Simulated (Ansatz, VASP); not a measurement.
# One calculation of SnTe, two programs

Contents of INCAR:

```
  ALGO = Normal
  EDIFF = 1E-7
  ENCUT = 520
  GGA = PE
  ISIF = 2
  ISMEAR = 0
  IVDW = 12
  LASPH = True
  LCHARG = True
  LELF = True
  LREAL = False
  LVHAR = True
  LWAVE = False
  NBANDS = 17
  NELM = 100
  PREC = Accurate
  SIGMA = 0.1
```

KPOINTS

```
k-points
0
Gamma
  6 6 6
```

POSCAR

```
SnTe
1.0
    3.9047000000      0.0000000000      0.0000000000
    0.0000000000      3.9047000000      0.0000000000
    0.0000000000      0.0000000000      3.9047000000
Sn Te
1 1
Direct
    0.0000000000      0.0000000000      0.0000000000
    0.5000000000      0.5000000000      0.5000000000
```

Input for Ansatz:

```yaml
crystal:
  lattice:
    - [3.9047, 0.0, 0.0]
    - [0.0, 3.9047, 0.0]
    - [0.0, 0.0, 3.9047]
  atoms:
    - { symbol: Sn, position: [0.0, 0.0, 0.0] }
    - { symbol: Te, position: [0.5, 0.5, 0.5] }
basis:
  ecutwfc: 420
kpoints:
  mp_grid: { grid: [6, 6, 6] }
hamiltonian:
  xc: pbe
  dispersion: d3bj
scf:
  occupations: { method: gaussian, width: 0.1 }
output:
  forces: true
  stress: true
  eigenvalues: true
```

Measurements of this composition are mostly on another form, of space group No. 225.

Alike in both runs: task single point; functional PBE; dispersion D3(BJ); k mesh 6 × 6 × 6; occupations gaussian, width 0.1 eV; no spin polarisation.

|  | VASP | Ansatz |
| --- | --- | --- |
| version | VASP 6.6.1 | Ansatz 0.2.0 |
| potentials or method | VASP PAW PBE potentials, release 64 (Sn_d, Te) | scalar-relativistic, plane waves, PAW |
| plane-wave cutoff (eV) | 520 | 420 |
| valence electrons in the cell | 20 | 30 |

|  | VASP | Ansatz | Ansatz less VASP |
| --- | --- | --- | --- |
| gap on the k mesh at the Fermi level (eV) | none | none | - |
| pressure (GPa) | -2.2 | -2.2 | +0.03 |

A gap of «none» marks a metal or a gap that the smearing closes. With one functional, cell and mesh, what is left measures potentials, basis and numerics. The two sets of potentials don't hold the same shells in valence. Ansatz warned: «dispersion_switch_in_reach».

Caveats: pairwise dispersion overbinds metals, which lowers pressure and volume. The runs have no spin-orbit coupling, so splittings on Te are missing.
